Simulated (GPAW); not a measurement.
# HfC (P6_3/mmc) in GPAW: notebook

One crystal, HfC, is run at these levels: PBEsol; tasks: band structure.

All numbers are computed with GPAW 26.7.0; they aren't measurements. Logs are shortened: lines on timing, memory, paths and dates and some standing lists are left out, and cuts for length are marked. The log counts tension as positive stress, the text compression.

### 1 The structure

It takes space group P6_3/mmc (No. 194, hexagonal). Conventional cell: a = 3.343 Å, b = 3.343 Å, c = 5.203 Å, α = 90.00°, β = 90.00°, γ = 120.00°. Around Hf (site symmetry -6m2) lie 6 C at 2.33 Å. C (site symmetry -3m) is surrounded by 6 Hf at 2.33 Å and 2 C at 2.60 Å.

The cell comes from a database or a generator and needn't be the stable form of this composition.

### 2 Band structure, PBEsol, 11.14 Å³/atom

run.py

```python
from ase import Atoms
from ase.dft.bandgap import bandgap
from ase.io import write
from ase.units import GPa
from gpaw import GPAW, PW, setup_paths

setup_paths.insert(0, '.')

atoms = Atoms(['Hf', 'Hf', 'C', 'C'],
              cell=[[3.209151411, 0.0, 0.0],
                    [-1.6045757054, 2.7792066465, 0.0],
                    [0.0, 0.0, 4.99460544]],
              scaled_positions=[[0.3333333333, 0.6666666667, 0.25],
                                [0.6666666667, 0.3333333333, 0.75],
                                [0.0, 0.0, 0.5],
                                [0.0, 0.0, 0.0]],
              pbc=True)

calc = GPAW(mode=PW(800),
            xc='PBEsol',
            kpts={'size': (8, 8, 5), 'gamma': True},
            occupations={'name': 'fermi-dirac', 'width': 0.05},
            nbands=31,
            convergence={'density': 1e-05, 'energy': 1e-05},
            maxiter=150,
            txt='gpaw.txt')
atoms.calc = calc
energy = atoms.get_potential_energy()
forces = atoms.get_forces()
stress = atoms.get_stress()
calc.write('gs.gpw')
write('result.traj', atoms)
print(f'Energy: {energy:.6f} eV')
print('Forces (eV/A):')
print(forces.round(4))
print('Stress (GPa):', (stress / GPa).round(3))
print('Fermi level:', round(calc.get_fermi_level(), 4), 'eV')
print(f'Gap: {bandgap(calc)[0]:.4f} eV, direct: {bandgap(calc, direct=True)[0]:.4f} eV')

path = atoms.cell.bandpath('GMKGALHA,LM,KH', npoints=80, eps=1e-4)
bs_calc = calc.fixed_density(kpts=path, symmetry='off', nbands=45,
                             convergence={'bands': 'CBM+6.0', 'eigenstates': 1e-6}, txt='bands.txt')
bs = bs_calc.band_structure()
bs.write('bs.json')
print(f'Gap on the path: {bandgap(bs_calc)[0]:.4f} eV')
```

Potentials or basis: PAW data sets generated in the run's folder for this functional, pw.

Command:

```bash
$ gpaw-setup -f PBEsol C Hf
$ OMP_NUM_THREADS=1 python run.py
```

gpaw.txt:

```text
__  _  _
 | _ |_)|_||  |
 |__||  | ||/\| - 26.7.0

Input parameters:
  mode=PW(ecut=800.0),
  convergence={'density': 1e-05, 'energy': 1e-05},
  kpts=MonkhorstPack(size=(8, 8, 5), gamma=True),
  maxiter=150,
  nbands=31,
  occupations=Occupations(name='fermi-dirac', width=0.05),
  xc=XC(name='PBEsol')

Diagonalizing LCAO Hamiltonian
Converting LCAO to pw mode

            Hf

       C Hf

       C

Atoms  # Å, Bohr magnetons
|   | symbol |         x |        y |        z |    initial magnetic moments |
|---|--------|-----------|----------|----------|-----------------------------|
| 0 |     Hf | -0.000000 | 1.852804 | 1.248651 | ( 0.0000,  0.0000,  0.0000) |
| 1 |     Hf |  1.604576 | 0.926402 | 3.745954 | ( 0.0000,  0.0000,  0.0000) |
| 2 |      C |  0.000000 | 0.000000 | 2.497303 | ( 0.0000,  0.0000,  0.0000) |
| 3 |      C |  0.000000 | 0.000000 | 0.000000 | ( 0.0000,  0.0000,  0.0000) |

Unit cell  # Å
| periodic |         x |        y |        z |  lengths |     angles |
|----------|-----------|----------|----------|----------|------------|
|      yes |  3.209151 | 0.000000 | 0.000000 | 3.209151 |  90.000000 |
|      yes | -1.604576 | 2.779207 | 0.000000 | 3.209151 |  90.000000 |
|      yes |  0.000000 | 0.000000 | 4.994605 | 4.994605 | 120.000000 |

Number of symmetries: 12
Symmetry operations  # r_c * U_cc + t_c -> r_c
|    | kind |            matrix            |
|----|------|------------------------------|
|  0 |  σ   |  1, 1, 0,  0,-1, 0,  0, 0, 1 |
|  1 |  S6  |  1, 1, 0, -1, 0, 0,  0, 0,-1 |
|  2 |  E   |  1, 0, 0,  0, 1, 0,  0, 0, 1 |
|  3 |  C2  |  1, 0, 0, -1,-1, 0,  0, 0,-1 |
|  4 |  C2  |  0, 1, 0,  1, 0, 0,  0, 0,-1 |
|  5 |  C3  |  0, 1, 0, -1,-1, 0,  0, 0, 1 |
|  6 |  S6  |  0,-1, 0,  1, 1, 0,  0, 0,-1 |
|  7 |  σ   |  0,-1, 0, -1, 0, 0,  0, 0, 1 |
|  8 |  σ   | -1, 0, 0,  1, 1, 0,  0, 0, 1 |
|  9 |  i   | -1, 0, 0,  0,-1, 0,  0, 0,-1 |
| 10 |  C3  | -1,-1, 0,  1, 0, 0,  0, 0, 1 |
| 11 |  C2  | -1,-1, 0,  0, 1, 0,  0, 0,-1 |

BZ-sampling:
  Number of BZ points: 320
  Number of IBZ points: 40

  Monkhorst-Pack size: [8, 8, 5]
  Monkhorst-Pack shift: [0.0625, 0.0625, 0.0]

K-points  # in reciprocal-cell coordinates
|     |                                coordinates |     weight |
|-----|--------------------------------------------|------------|
|   0 | (  0.00000000,   0.00000000,   0.00000000) | 0.00312500 |
|   1 | (  0.00000000,   0.00000000,   0.20000000) | 0.00625000 |
|   2 | (  0.00000000,   0.00000000,   0.40000000) | 0.00625000 |
|   3 | (  0.12500000,   0.00000000,  -0.40000000) | 0.01875000 |
|   4 | (  0.12500000,   0.00000000,  -0.20000000) | 0.01875000 |
|   5 | (  0.12500000,   0.00000000,   0.00000000) | 0.01875000 |
|   6 | (  0.12500000,   0.00000000,   0.20000000) | 0.01875000 |
|   7 | (  0.12500000,   0.00000000,   0.40000000) | 0.01875000 |
|   8 | (  0.25000000,  -0.12500000,   0.00000000) | 0.01875000 |
|   9 | (  0.25000000,  -0.12500000,   0.20000000) | 0.03750000 |
| ... |                                            |            |
|  39 | (  0.50000000,   0.50000000,   0.40000000) | 0.01875000 |

Plane wave coefficients: 2321
Cutoff: 800.0 eV

Spin-components: 1 (collinear spins)
Bands:           31
Projectors:      22
Spin-degeneracy: 2
Datatype:        complex128

Parallelization:
  kpt:    1
  domain: 1
  band:   1

Density:
  Valence electrons: 32.0
  Components: 1
  Grid points: [21 21 35]
  Charge: 0.0  # |e|

Potential:
  Grid points: [21 21 35]

species:
  Hf:
    name:    Hafnium
    Z:       72.0
    valence: 12
    core:    60
    charge:  0.0  # [|e|]
    compensation charges:
      type: gauss
      rc: 0.41  # [Å]
      lmax: 2
    cutoffs:
      filter: 2.36  # [Å]
      core: 4.02  # [Å]
    projectors
    | kind |    occ | energy [eV] | rcut [Å] |
    |------|--------|-------------|----------|
    |   5s |  2.000 |     -66.855 |    1.397 |
    |   6s |  2.000 |      -5.120 |    1.397 |
    |   5p |  6.000 |     -35.615 |    1.307 |
    |   6p |  0.000 |      -1.375 |    1.307 |
    |   5d |  2.000 |      -2.724 |    1.334 |
    |    d |        |      24.487 |    1.334 |

    Using partial waves for Hf as LCAO basis

  C:
    name:    Carbon
    Z:       6.0
    valence: 4
    core:    2
    charge:  0.0  # [|e|]
    compensation charges:
      type: gauss
      rc: 0.20  # [Å]
      lmax: 2
    cutoffs:
      filter: 1.14  # [Å]
      core: 1.14  # [Å]
    projectors
    | kind |    occ | energy [eV] | rcut [Å] |
    |------|--------|-------------|----------|
    |   2s |  2.000 |     -13.648 |    0.635 |
    |   2p |  2.000 |      -5.232 |    0.635 |
    |    s |        |      13.563 |    0.635 |
    |    p |        |      21.979 |    0.635 |
    |    d |        |       0.000 |    0.635 |

    Using partial waves for C as LCAO basis

Reference energy: -821570.674565  # eV

eigensolver:
  PPCG
  Converge bands: occupied
  niter=2

density mixing:
  MSR1-Mixer
  Pratt-step length: 0.05
  Maximum mixing coefficient: 0.75
  Old densities: 10
  SVD Regularization: 0.005
  Good broyden scale: 1.0
  Trust region scale: 1.0
  Backstep threshold: 4.0
  History deletion threshold: 6.0
  Fourier metric: weight=20.0, sigma=0.015

occupation numbers:
  Fermi-Dirac:
    width: 0.0500  # eV

poisson solver:
  ecut: 6400.0  # eV

xc functional:
  name: PBEsol with 2 nearest neighbor stencil

convergence criteria:
- Maximum integral of absolute [dens]ity change: 1e-05 electrons / valence electron
- Maximum [total energy] change in last 3 cyles: 1e-05 eV / valence electron
- Maximum integral of absolute [eigenst]ate change: 4e-08 eV^2 / valence electron
maximum number of iterations: 150

SCF iterations
|iter     | |      energy | eigst |  dens |
|---------|-|-------------|-------|-------|
|iter:   1| |  -41.466296 | -0.11 |       |
|iter:   2| |  -40.443235 | -2.16 | -0.85 |
|iter:   3| |  -38.214654 | -1.27 | -0.93 |
|iter:   4| |  -38.239882 | -2.93 | -1.63 |
|iter:   5| |  -38.262151 | -3.28 | -1.89 |
|iter:   6| |  -38.262295 | -4.97 | -2.92 |
|iter:   7| |  -38.262308c| -6.27 | -3.56 |
|iter:   8| |  -38.262309c| -7.65c| -4.24 |
|iter:   9| |  -38.262308c| -8.67c| -5.26c|

Converged in 9 steps
Energy contributions relative to reference atoms: (reference = -821570.674565)

Energy contributions:
  Kinetic:          79.166693
  Coulomb:         -72.504111
  Zero:             -0.791298
  External:          0.000000
  Xc:              -44.130534
  Entropy:          -0.006118
  Spinorbit:         0.000000
  ----------------------------
  Free energy:     -38.265367
  Extrapolated:    -38.262308

dipole moment: (-6.377405, -11.045990, -9.925579)  # |e|*Ang

Fermi level: 12.760
Eigenvalues  # (at kpt = [0.000, 0.000, 0.000])
| band index |      eig [eV] | occ [0-2] |
|------------|---------------|-----------|
|          0 |       -47.800 |     2.000 |
|        ... |               |           |
|          7 |       -16.366 |     2.000 |
|          8 |        -0.658 |     2.000 |
|          9 |         4.614 |     2.000 |
|         10 |         5.382 |     2.000 |
|         11 |         9.436 |     2.000 |
|         12 |         9.436 |     2.000 |
[... 8 lines left out ...]
|         21 |        16.651 |     0.000 |
|         22 |        17.808 |     0.000 |
|        ... |               |           |
|         30 |        28.500 |     0.000 |

No gap
No difference between direct/indirect transitions

Forces  # eV/Ang
|        x |        y |        z |
|----------|----------|----------|
|  0.00000 | -0.00000 | -0.00023 |  # Hf   0
| -0.00000 |  0.00000 |  0.00023 |  # Hf   1
| -0.00000 | -0.00000 |  0.00000 |  # C    2
|  0.00000 |  0.00000 |  0.00000 |  # C    3

Stress tensor  # eV/Ang^3
|         x |         y |         z |
|-----------|-----------|-----------|
| -0.181721 |  0.000000 |  0.000000 |
|  0.000000 | -0.181721 |  0.000000 |
|  0.000000 |  0.000000 | -0.187651 |

# Writing to gs.gpw (mode='')
```

Run time: 2.4 min. Hardware: 1 thread of Arm Neoverse V1, shared host; peak memory 0.44 GiB.

Results:

| Property | Result |
| --- | --- |
| Free energy | -38.2654 eV |
| Pressure | 29.4 GPa |
| Band gap along the path | none (metal or under the smearing width) |

Caveat: the density grid can change from cell to cell, which puts small steps into energies and stress; spin-orbit coupling is left out, which moves the levels of the heavy elements.

### 3 Band structure, PBEsol, 11.85 Å³/atom

Changes to run.py since step 2:

```diff
@@ -9,5 +9,5 @@
 atoms = Atoms(['Hf', 'Hf', 'C', 'C'],
-              cell=[[3.209151411, 0.0, 0.0],
-                    [-1.6045757054, 2.7792066465, 0.0],
-                    [0.0, 0.0, 4.99460544]],
+              cell=[[3.276008732, 0.0, 0.0],
+                    [-1.638004366, 2.8371067849, 0.0],
+                    [0.0, 0.0, 5.09865972]],
               scaled_positions=[[0.3333333333, 0.6666666667, 0.25],
```

Potentials or basis: PAW data sets generated in the run's folder for this functional, pw.

Command:

```bash
$ gpaw-setup -f PBEsol C Hf
$ OMP_NUM_THREADS=1 python run.py
```

Run time: 2.7 min. Hardware: 1 thread of Arm Neoverse V1, shared host; peak memory 0.47 GiB.

It converged, with:

```yaml
Free_energy: -38.6032 eV
Pressure: 9.2 GPa
Band_gap_along_the_path: none (metal or under the smearing width)
```

Caveat: the density grid can change from cell to cell, which puts small steps into energies and stress; spin-orbit coupling is left out, which moves the levels of the heavy elements.
